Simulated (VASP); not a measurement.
From VASP inputs to Ansatz: GaN (strained database structure)

INCAR

```
IBRION = -1
NBANDS = 16
ISMEAR = -1
LASPH = .TRUE.
LCHARG = .FALSE.
PREC = Accurate
GGA = PE
ENCUT = 520
NSW = 0
SIGMA = 0.02
LREAL = .FALSE.
EDIFF = 1E-7
LWAVE = .FALSE.
ISIF = 2
NELM = 120
```

KPOINTS

```
KPOINTS created by Atomic Simulation Environment
0
Gamma
10 10 10
0 0 0
```

KPOINTS_OPT

```
special points
6
Reciprocal
0.0000000000 0.0000000000 0.0000000000 1
-0.5000000000 -0.5000000000 0.0000000000 1
-0.3750000000 -0.3750000000 0.2500000000 1
-0.3750000000 0.0000000000 0.3750000000 1
0.0000000000 0.0000000000 0.5000000000 1
-0.5000000000 -0.2500000000 0.2500000000 1
```

POSCAR

```
Ga N
 1.0000000000000000
     0.0000000000000000    2.2489526240000002    2.3834399908999999
     2.2489526240000002    0.0000000000000000    2.3834399908999999
     2.2489526240000002    2.2489526240000002    0.0000000000000000
 Ga  N
   1   1
Cartesian
  0.0000000000000000  0.0000000000000000  0.0000000000000000
  3.3734289360000003  3.3734289360000003  3.5751599863500001
```

VASP ran with the recommended PBE PAW datasets (18 valence electrons in the cell).

**Question.** Write an Ansatz input for this cell and level of theory.

**Answer.** 

```yaml
crystal:
  lattice:
    - [0.0, 2.248952624, 2.3834399909]
    - [2.248952624, 0.0, 2.3834399909]
    - [2.248952624, 2.248952624, 0.0]
  atoms:
    - { symbol: Ga, position: [0.0, 0.0, 0.0] }
    - { symbol: "N", position: [0.75, 0.75, 0.75] }
kpoints:
  mp_grid: { grid: [10, 10, 10] }
  band_path:
    path:
      - [0.0, 0.0, 0.0]
      - [-0.5, -0.5, 0.0]
      - [-0.375, -0.375, 0.25]
      - [-0.375, 0.0, 0.375]
      - [0.0, 0.0, 0.5]
      - [-0.5, -0.25, 0.25]
    npoints: 1
hamiltonian:
  xc: pbe
scf:
  occupations: { method: fermi_dirac, width: 0.02 }
  n_extra_bands: 4
output:
  forces: true
  stress: true
  eigenvalues: true
```

Other inputs would serve too.

|  | VASP | Ansatz |
| --- | --- | --- |
| gap between bands v and c | 1.28 eV | 1.27 eV |
| least direct gap | 1.28 eV | 1.27 eV |
| pressure | -4.0 GPa | -4.2 GPa |

Each program uses its own PAW datasets. VASP's cell holds 18 valence electrons and Ansatz's 18. Ansatz's stress includes a Pulay correction; VASP's doesn't.
